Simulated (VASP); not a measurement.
A run of VASP 6.6.1:

Contents of INCAR:

```
  ALGO = Normal
  DIPOL = 0.5 0.5 0.287
  EDIFF = 1E-6
  ENCUT = 520
  GGA = PE
  IDIPOL = 3
  ISIF = 2
  ISMEAR = 0
  LASPH = True
  LCHARG = True
  LDIPOL = True
  LELF = True
  LREAL = False
  LVACPOTAV = True
  LVHAR = True
  LWAVE = False
  NELM = 60
  PREC = Accurate
  SIGMA = 0.05
```

KPOINTS

```
k-points
0
Gamma
  8 9 1
```

The input POSCAR:

```
Sb
1.0
    3.2305600000      0.0000000000      0.0000000000
    0.0000000000      3.1098000000      0.0000000000
    0.0000000000      0.0000000000     31.3600000000
Sb
2
Direct
    0.0000000000      0.0000000000      0.2463800000
    0.5000000000      0.0000000000      0.3276000000
```

Potentials or basis: VASP PAW PBE potentials, release 64 (Sb).

Command:

```console
$ cat potpaw_PBE.64/Sb/POTCAR > POTCAR
$ mpirun -np 1 vasp_std > vasp.out
```

Hardware: 1 thread of Intel(R) Xeon(R) 6975P-C (Granite Rapids), on a shared host.

How long does it take, and how much memory?

Run time: 50 s on 1 thread of Intel(R) Xeon(R) 6975P-C (Granite Rapids) (shared host), peak memory 0.37 GiB. Counts: scf iterations 19, k points 25.
